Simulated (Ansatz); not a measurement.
# ZnF2: the cost of one run

Computed with Ansatz 0.2.0 (DFT LDA, frozen-core PAW and all-electron LAPW, scalar-relativistic unless said, unless a step's input says otherwise).

## Step 1: The system as given

Symmetry: P4_2/mnm, No. 136, tetragonal system. The conventional cell has a = 4.705 Å, b = 4.705 Å, c = 3.134 Å, α = 90.00°, β = 90.00°, γ = 90.00°. Zn (site symmetry mmm) is surrounded by 6 F at 2.01 to 2.05 Å. F (site symmetry m2m) has 3 Zn at 2.01 to 2.05 Å as nearest neighbours.

As a file:

```
Zn F
1.0
     4.70480    0.00000    0.00000
     0.00000    4.70480    0.00000
     0.00000    0.00000    3.13380
Zn F
2 4
Cartesian
  0.0000 0.0000 0.0000
  2.3524 2.3524 1.5669
  1.4227 1.4227 0.0000
  0.9297 3.7751 1.5669
  3.2821 3.2821 0.0000
  3.7751 0.9297 1.5669
```

Cartesian axes are those of the input's lattice vectors. The structure goes back to a database entry.

## Step 2: Cell and atoms relaxed, PAW

input.yaml

```yaml
crystal:
  lattice:
    - [4.7048, 0.0, 0.0]
    - [0.0, 4.7048, 0.0]
    - [0.0, 0.0, 3.1338]
  atoms:
    - { symbol: Zn, position: [0.0, 0.0, 0.0] }
    - { symbol: Zn, position: [0.5, 0.5, 0.5] }
    - { symbol: F, position: [0.3024, 0.3024, 0.0] }
    - { symbol: F, position: [0.1976, 0.8024, 0.5] }
    - { symbol: F, position: [0.6976, 0.6976, 0.0] }
    - { symbol: F, position: [0.8024, 0.1976, 0.5] }
kpoints:
  mp_grid: { grid: [6, 6, 10] }
scf:
  occupations: { method: fermi_dirac, width: 0.05 }
hamiltonian:
  xc: lda
  pseudopotentials: { kind: paw }
relax:
  f_tol: 0.002
  max_steps: 80
  cell: {}
output:
  forces: true
  stress: true
  write_density: true
  write_potential: true
  elf: true
  volumetric_format: npy
```

Command:

```bash
$ ansatz run input.yaml --threads 2 --pin off --max-ram 6144MiB --backend cpu --events-out ev --progress --plain --runs-dir out
```

Q: Estimate wall time and peak memory on 2 threads of Arm Neoverse V2, shared host.

About 24 s, with a peak of 0.4 GiB.
